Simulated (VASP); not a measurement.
Here is a VASP 6.6.1 calculation.

INCAR

```
SYSTEM = Si16N
PREC     = Accurate       ! precision mode
ENCUT    = 520            ! plane-wave cutoff, eV
EDIFF    = 1E-6           ! SCF threshold, eV
ISMEAR   = -1             ! smearing method
SIGMA    = 0.02           ! smearing width, eV
LREAL    = Auto         
LASPH    = .TRUE.         ! aspherical terms in the spheres
NELM     = 150            ! most SCF steps
ALGO     = Normal         ! electronic algorithm
ISIF     = 2              ! what is computed and relaxed
LWAVE    = .FALSE.        ! write WAVECAR
LCHARG   = .TRUE.         ! write CHGCAR
ISPIN    = 2              ! spin polarisation
MAGMOM   = 0 0 0 0 0 0 0 0 0 0 0 0 0 0 0 0 0 ! initial moments
LORBIT   = 11             ! projections on sites
GGA      = PE             ! functional
LELF     = .TRUE.         ! ELF
LVHAR    = .TRUE.       
NBANDS   = 52             ! bands
```

Contents of KPOINTS:

```
Automatic mesh
0
G
  2 2 2
  0 0 0
```

POSCAR

```
Si16N
1.0
    0.0000000000      5.4300000000      5.4300000000
    5.4300000000      0.0000000000      5.4300000000
    5.4300000000      5.4300000000      0.0000000000
Si N
16 1
Direct
   -0.0158655617      0.0254972376      0.0072651934
    0.1126519337      0.1154511971      0.1547513812
   -0.0215469613      0.0221731123      0.5159116022
    0.1087661142      0.1378453039      0.6477348066
   -0.0143462247      0.5184162063      0.0116390424
    0.1083885820      0.6520165746      0.1183149171
   -0.0099907919      0.5164180479      0.4850552486
    0.1196408840      0.5973572744      0.6411878453
    0.4683517495      0.0487200737      0.0062707182
    0.6257090239      0.1460773481      0.1024493554
    0.6151749540     -0.0637200737      0.4676795580
    0.5470718232      0.1572559853      0.6428729282
    0.4845856354      0.5115285451      0.0186372007
    0.6146961326      0.6525966851      0.1333701657
    0.4895119705      0.5159576427      0.5322191529
    0.6333333333      0.5930202578      0.6583793738
    0.3758471455      0.0991436464      0.6024953959
```

Potentials or basis: VASP PAW PBE potentials, release 64 (Si, N).

Run with:

```console
$ cat potpaw_PBE.64/Si/POTCAR potpaw_PBE.64/N/POTCAR > POTCAR
$ mpirun -np 1 vasp_std > vasp.out
```

Task: What does it give for the band gap on the k mesh?

Result: None (metal or under the smearing width).

Task: What does it give for the pressure?

Result: 4.9 GPa.

Stress tensor (GPa, compression positive):
```
 6.69  1.55 -1.27
 1.55  3.36  1.34
-1.27  1.34  4.52
```

Caveat: the k mesh is coarse (spacing up to 0.50 Å⁻¹), so the values aren't converged.
